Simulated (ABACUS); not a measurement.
The system is CoO.

```
Co O
1.0
    -1.50800    1.50800    2.10725
     1.50800   -1.50800    2.10725
     1.50800    1.50800   -2.10725
Co O
1 1
Direct
  0.00000 0.00000 0.00000
  0.50000 0.50000 0.00000
```

| Quantity | Value |
| --- | --- |
| Program | ABACUS 3.10.1 |
| Task | single point |
| Functional | PBE |
| Potentials or basis | PseudoDojo NC SR 0.4.1 PBE standard |
| Cutoff | 1320 eV |
| Density cutoff | 5279 eV |
| Basis | plane waves |
| k mesh | 12 × 12 × 12 |
| Occupations | fermi-dirac, width 0.05 eV |
| Spin | collinear spin, ferromagnetic start |
| Starting moments | [2.0, 0.0] μB |

On this cell: pressure -0.1 GPa; largest force under 0.003 eV/Å; net moment 2.98 μB per cell; band gap on the k mesh none (metal or under the smearing width).

The same run follows on a disturbed copy (atoms moved at random, drawn with an rms of 0.05 Å):

```xyz
2
Lattice="-1.5080 1.5080 2.1072 1.5080 -1.5080 2.1072 1.5080 1.5080 -2.1072" Properties=species:S:1:pos:R:3 pbc="T T T"
Co    0.0385    0.0077   -0.0330
O    -0.0152    0.0302    2.1267
```

Q: What changes?

A: The energy (extrapolated to zero smearing) moves by +1.9 meV/atom; pressure 0.4 GPa; largest force 0.113 eV/Å; net moment 2.98 μB per cell; band gap on the k mesh none (metal or under the smearing width).

Forces in eV/Å, atoms in the order of the input:
```
Co  -0.048  0.024  0.099
O    0.048 -0.024 -0.099
```

Stress tensor (GPa, compression positive):
```
-0.07 -0.42  0.32
-0.42  0.16 -0.14
 0.32 -0.14  1.13
```

Caveats: a cell with one magnetic atom can't hold antiferromagnetic order, which such compounds often take; semilocal functionals often make such compounds metallic where correlation or magnetic order opens a gap, which also shifts bond lengths.
